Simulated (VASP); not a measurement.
Set up this calculation in VASP 6.6.1, as the native input.

```yaml
Task: relaxation of cell and atoms
Functional: LDA
Potentials_or_basis: VASP PAW LDA potentials, release 64 (Te, Pt)
Cutoff: 600 eV
k_mesh: 11 × 11 × 11
Occupations: methfessel-paxton, width 0.1 eV
Spin: no spin polarisation
Further_INCAR_settings: ALGO = Normal; EDIFF = 1e-06; IBRION = 2; EDIFFG = -0.01; NSW = 90; ISIF = 3
```

The structure of TePt lies in POSCAR:

```
TePt
1.0
    1.9815661262      1.1440577364      6.6610334788
   -1.9815661262      1.1440577364      6.6610334788
    0.0000000000     -2.2881154728      6.6610334788
Te Pt
2 2
Direct
    0.5980000000      0.5980000000      0.5980000000
    0.4020000000      0.4020000000      0.4020000000
    0.8703333333      0.8703333333      0.8703333333
    0.1296666667      0.1296666667      0.1296666667
```

The input as run:

INCAR

```
SYSTEM = TePt
  PREC = Accurate
  ENCUT = 600
  EDIFF = 1E-6
  ISMEAR = 1
  SIGMA = 0.1
  LREAL = .False.
  LASPH = .True.
  NELM = 80
  ALGO = Normal
  ISIF = 3
  LWAVE = .False.
  LCHARG = .False.
  IBRION = 2
  NSW = 90
  EDIFFG = -0.01
  KPAR = 2
```

KPOINTS

```
regular mesh
0
Gamma
  11 11 11
  0 0 0
```

Potentials or basis: VASP PAW LDA potentials, release 64 (Te, Pt).

The run is started by

```sh
$ cat potpaw_LDA.64/Te/POTCAR potpaw_LDA.64/Pt/POTCAR > POTCAR
$ mpirun -np 2 vasp_std > vasp.out
```

Results of the run:

* Relaxed volume: 22.03 Å³/atom
* Relaxed cell: a = 6.965 Å, b = 6.965 Å, c = 6.965 Å, α = 32.78°, β = 32.78°, γ = 32.78°
* Space group after relaxing (to 0.05 Å): R-3m (No. 166)
* Energy gained by relaxing: 5.0 meV/atom
* Ionic steps: 11
* Pressure after relaxing: 0.0 GPa
* Largest force after relaxing: 0.004 eV/Å
* Band gap on the k mesh: none (metal or under the smearing width)

Wall time 14 min on 2 MPI ranks on Intel(R) Xeon(R) 6975P-C (Granite Rapids), with other jobs on the host, peak memory 0.57 GiB a rank.
